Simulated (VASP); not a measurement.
# IrO2 (P4_2/mnm) in VASP: a series of runs

Runs on IrO2. Level: PBE. Tasks: optical spectrum, band structure.

The COD entry that gives the cell may itself be a prediction, so a difference from it is no test against experiment.

All numbers are computed with VASP 6.6.1; they aren't measurements. Logs are shortened: lines on timing, memory, paths and dates and some standing lists are left out, and cuts for length are marked.

## (1) The structure

Symmetry: P4_2/mnm, No. 136, tetragonal system. Conventional cell: a = 4.484 Å, b = 4.484 Å, c = 3.164 Å, α = 90.00°, β = 90.00°, γ = 90.00°. Ir (site symmetry mmm) has 6 O at 1.96 to 1.99 Å as nearest neighbours. Around O (site symmetry m2m) lie 3 Ir at 1.96 to 1.99 Å.

## (2) Optical spectrum, PBE

The input, INCAR:

```
SYSTEM = IrO2
PREC = Accurate
ENCUT = 520
EDIFF = 1E-6
ISMEAR = 0
SIGMA = 0.05
LREAL = .False.
LASPH = .True.
NELM = 80
ALGO = Normal
ISIF = 2
LWAVE = .False.
LCHARG = .False.
GGA = PE
LOPTICS = .True.
NBANDS = 69
NEDOS = 3000
CSHIFT = 0.05
WPLASMAI = 0
KPAR = 4
```

The input, KPOINTS:

```
regular mesh
0
Gamma
  12 12 18
  0 0 0
```

The input, POSCAR:

```
IrO2                                    
1.0
    4.4837704648      0.0000000000      0.0000000000
   -0.0000000000      4.4837704648      0.0000000000
    0.0000000000      0.0000000000      3.1637946960
  Ir              O             
     2     4
Direct
     0.0000000000000000    0.0000000000000000    0.0000000000000000
     0.5000000000000000    0.5000000000000000    0.5000000000000000
     0.3088508816894303    0.3088508816894303    0.0000000000000000
     0.1911491183105698    0.8088508816894302    0.5000000000000000
     0.6911491183105698    0.6911491183105698    0.0000000000000000
     0.8088508816894302    0.1911491183105698    0.5000000000000000
```

Potentials or basis: VASP PAW PBE potentials, release 64 (Ir, O).

Command:

```
cat potpaw_PBE.64/Ir/POTCAR potpaw_PBE.64/O/POTCAR > POTCAR
mpirun -np 4 vasp_std > vasp.out
```

OUTCAR:

```text
SYSTEM = IrO2
   PREC = Accurate
   ENCUT = 520
   EDIFF = 1E-6
   ISMEAR = 0
   LREAL = .False.
   LASPH = .True.
   NELM = 80
   ISIF = 2
   GGA = PE

 ion  position               nearest neighbor table
   1  0.000  0.000  0.000-   3 1.96   5 1.96   4 1.99   6 1.99   4 1.99   6 1.99
   2  0.500  0.500  0.500-   4 1.96   6 1.96   5 1.99   3 1.99   3 1.99   5 1.99
   3  0.309  0.309  0.000-   1 1.96   2 1.99   2 1.99
   4  0.191  0.809  0.500-   2 1.96   1 1.99   1 1.99
   5  0.691  0.691  0.000-   1 1.96   2 1.99   2 1.99
   6  0.809  0.191  0.500-   2 1.96   1 1.99   1 1.99

  LATTYP: Found a simple tetragonal cell.
 ALAT       =     4.4837704648
 C/A-ratio  =     0.7056103163

  Lattice vectors:

 A1 = (   4.4837704648,   0.0000000000,   0.0000000000)
 A2 = (   0.0000000000,   4.4837704648,   0.0000000000)
 A3 = (   0.0000000000,   0.0000000000,   3.1637946960)

Analysis of symmetry for initial positions (statically):
=====================================================================
 Subroutine PRICEL returns:
 Original cell was already a primitive cell.

 Routine SETGRP: Setting up the symmetry group for a
 simple tetragonal supercell.

 Subroutine GETGRP returns: Found 16 space group operations
 (whereof  8 operations were pure point group operations)
 out of a pool of 16 trial point group operations.

The static configuration has the point symmetry D_2h.
 The point group associated with its full space group is D_4h.

Analysis of symmetry for dynamics (positions and initial velocities):
[... 1055 lines left out ...]
 VOLUME and BASIS-vectors are now :
 -----------------------------------------------------------------------------
  energy-cutoff  :      520.00
  volume of cell :       63.61
      direct lattice vectors                 reciprocal lattice vectors
     4.483770465  0.000000000  0.000000000     0.223026582  0.000000000  0.000000000
     0.000000000  4.483770465  0.000000000     0.000000000  0.223026582  0.000000000
     0.000000000  0.000000000  3.163794696     0.000000000  0.000000000  0.316076135

 POSITION                                       TOTAL-FORCE (eV/Angst)
 -----------------------------------------------------------------------------------
      0.00000      0.00000      0.00000         0.000000     -0.000000      0.000000
      2.24189      2.24189      1.58190         0.000000     -0.000000      0.000000
      1.38482      1.38482      0.00000        -0.037085     -0.037085      0.000000
      0.85707      3.62670      1.58190         0.037085     -0.037085      0.000000
      3.09895      3.09895      0.00000         0.037085      0.037085     -0.000000
      3.62670      0.85707      1.58190        -0.037085      0.037085     -0.000000
 -----------------------------------------------------------------------------------
    total drift:                               -0.000000      0.000000      0.000000

  FREE ENERGIE OF THE ION-ELECTRON SYSTEM (eV)
  ---------------------------------------------------
  free  energy   TOTEN  =       -42.2021052836 eV

  energy  without entropy=      -42.1986698688  energy(sigma->0) =      -42.20038758

 electrical conductivity sigma (Mega S m-1) (frequency dependency in vasprun.xml)
  --------------------------------------------------------------------------------------
       0.029       0.000       0.000
       0.000       0.029       0.000
       0.000       0.000       0.019

  frequency dependent IMAGINARY DIELECTRIC FUNCTION (independent particle, no local field effects) density-density
     E(ev)      X         Y         Z        XY        YZ        ZX
  --------------------------------------------------------------------------------------------------------------
     0.00000     0.00000     0.00000     0.00000     0.00000     0.00000     0.00000
     0.72845     6.49676     6.49676    20.63938     0.00000     0.00000     0.00000
     1.45690     4.24792     4.24792    10.19141    -0.00000     0.00000     0.00000
     2.18534     2.05429     2.05429     3.49910    -0.00000     0.00000     0.00000
     2.91379     7.24555     7.24555     2.14029     0.00000     0.00000     0.00000
     3.64224     6.98598     6.98598     4.70205     0.00000     0.00000     0.00000
[... 92 lines left out ...]
    71.38786     0.00031     0.00031     0.00031     0.00000     0.00000     0.00000
    72.11630     0.00030     0.00030     0.00030     0.00000     0.00000     0.00000

  frequency dependent      REAL DIELECTRIC FUNCTION (independent particle, no local field effects) density-density
     E(ev)        X           Y           Z          XY          YZ          ZX
  --------------------------------------------------------------------------------------------------------------
     0.00000    37.86507    37.86507    41.68944     0.00000     0.00000     0.00000
     0.72845     7.86150     7.86150     0.91989     0.00000     0.00000     0.00000
     1.45690     6.69117     6.69117     4.95610    -0.00000     0.00000     0.00000
     2.18534     7.94982     7.94982     3.93574     0.00000     0.00000     0.00000
     2.91379     9.84655     9.84655     7.35246    -0.00000     0.00000     0.00000
     3.64224     4.46824     4.46824     8.27222    -0.00000     0.00000     0.00000
[... 92 lines left out ...]
    71.38786     0.81477     0.81477     0.81391     0.00000     0.00000     0.00000
    72.11630     0.81921     0.81921     0.81832     0.00000     0.00000     0.00000

  frequency dependent IMAGINARY DIELECTRIC FUNCTION (independent particle, no local field effects) current-current
     E(ev)      X         Y         Z        XY        YZ        ZX
  --------------------------------------------------------------------------------------------------------------
     0.00000   164.10475   164.10475   173.29735    -0.00000     0.00000     0.00000
     0.72845     7.40563     7.40563    20.33714     0.00000     0.00000     0.00000
     1.45690     4.63408     4.63408    10.47979    -0.00000     0.00000     0.00000
     2.18534     2.37295     2.37295     3.63196     0.00000     0.00000     0.00000
     2.91379     7.55328     7.55328     2.36021     0.00000     0.00000     0.00000
     3.64224     7.07492     7.07492     4.90366    -0.00000     0.00000     0.00000
[... 92 lines left out ...]
    71.38786     0.00005     0.00005     0.00005    -0.00000     0.00000     0.00000
    72.11630     0.00005     0.00005     0.00005    -0.00000     0.00000     0.00000

  frequency dependent      REAL DIELECTRIC FUNCTION (independent particle, no local field effects) current-current
     E(ev)        X           Y           Z          XY          YZ          ZX
  --------------------------------------------------------------------------------------------------------------
     0.00000    12.31633    12.31633    39.36778    -0.00000     0.00000     0.00000
     0.72845     7.16701     7.16701    -1.61429    -0.00000     0.00000     0.00000
     1.45690     6.42047     6.42047     4.25465     0.00000     0.00000     0.00000
     2.18534     7.87410     7.87410     3.78798     0.00000     0.00000     0.00000
     2.91379     9.59334     9.59334     7.28887    -0.00000     0.00000     0.00000
     3.64224     4.27320     4.27320     8.14221    -0.00000     0.00000     0.00000
[... 92 lines left out ...]
    71.38786     0.81478     0.81478     0.81392     0.00000     0.00000     0.00000
    72.11630     0.81923     0.81923     0.81833     0.00000     0.00000     0.00000
```

OSZICAR:

```text
N       E                     dE             d eps       ncg     rms          rms(c)
DAV:   1     0.342390180908E+03    0.34239E+03   -0.16802E+04 38640   0.607E+02
DAV:   2    -0.229656024564E+02   -0.36536E+03   -0.31385E+03 41317   0.201E+02
DAV:   3    -0.497533802534E+02   -0.26788E+02   -0.25477E+02 46014   0.587E+01
DAV:   4    -0.501165237302E+02   -0.36314E+00   -0.36206E+00 50904   0.670E+00
DAV:   5    -0.501206050529E+02   -0.40813E-02   -0.40756E-02 49728   0.647E-01    0.487E+01
DAV:   6    -0.428920690757E+02    0.72285E+01   -0.56086E+00 61138   0.230E+01    0.231E+01
DAV:   7    -0.423135219113E+02    0.57855E+00   -0.16850E+00 55030   0.110E+01    0.145E+01
DAV:   8    -0.422031307008E+02    0.11039E+00   -0.15153E-01 57504   0.321E+00    0.949E-01
DAV:   9    -0.422025373896E+02    0.59331E-03   -0.23794E-02 49773   0.693E-01    0.314E-01
DAV:  10    -0.422020927556E+02    0.44463E-03   -0.15340E-03 50513   0.237E-01    0.196E-01
DAV:  11    -0.422020923278E+02    0.42785E-06   -0.13539E-04 47421   0.538E-02    0.403E-02
DAV:  12    -0.422021054617E+02   -0.13134E-04   -0.12247E-05 45713   0.161E-02    0.100E-02
DAV:  13    -0.422021052836E+02    0.17807E-06   -0.73194E-07 47031   0.515E-03
   1 F= -.42202105E+02 E0= -.42200388E+02  d E =-.343541E-02
 imaginary and real dielectric function
```

It took 99 s on 4 MPI ranks of Intel Xeon 6975P-C (Granite Rapids), shared host; peak memory 1.6 GiB.

Results:

```
Free energy            : -42.2021 eV
Pressure               : 9.7 GPa
Largest force          : 0.052 eV/Å
Band gap on the k mesh : none (metal or under the smearing width)
```

Forces in eV/Å, atoms in the order of the input:
```
Ir   0.000  0.000  0.000
Ir   0.000  0.000  0.000
O   -0.037 -0.037  0.000
O    0.037 -0.037  0.000
O    0.037  0.037  0.000
O   -0.037  0.037  0.000
```

Stress tensor (GPa, compression positive):
```
 9.12  0.00  0.00
 0.00  9.12  0.00
 0.00  0.00 10.75
```

Dielectric function (mean over the directions given):
```tsv
energy (eV)	real part	imaginary part
0.29	24.19	9.67
0.87	5.86	9.42
1.55	5.36	5.90
2.23	6.72	2.53
2.91	9.02	5.54
3.59	6.17	6.28
4.27	6.00	5.01
4.95	6.26	7.01
5.63	3.46	6.48
6.31	2.94	6.88
6.99	2.50	8.70
7.67	-1.40	6.60
8.35	-0.04	3.38
9.03	0.19	4.35
9.71	-0.34	2.75
10.39	0.55	2.09
11.07	1.03	2.39
11.75	0.77	2.63
12.43	0.52	2.49
13.11	0.86	1.76
13.79	1.19	1.92
14.47	1.47	2.08
15.15	1.19	2.22
15.83	1.41	2.60
16.51	1.05	2.74
17.19	0.66	2.44
17.87	0.40	2.89
18.55	0.10	2.24
19.23	0.02	1.96
19.91	-0.09	1.77
```

Caveat: independent-particle spectra lack excitons; the intraband (Drude) part of a metal's response may be missing. Spin-orbit coupling is left out, which matters for the levels of Ir.

[end of part 1 of 2]
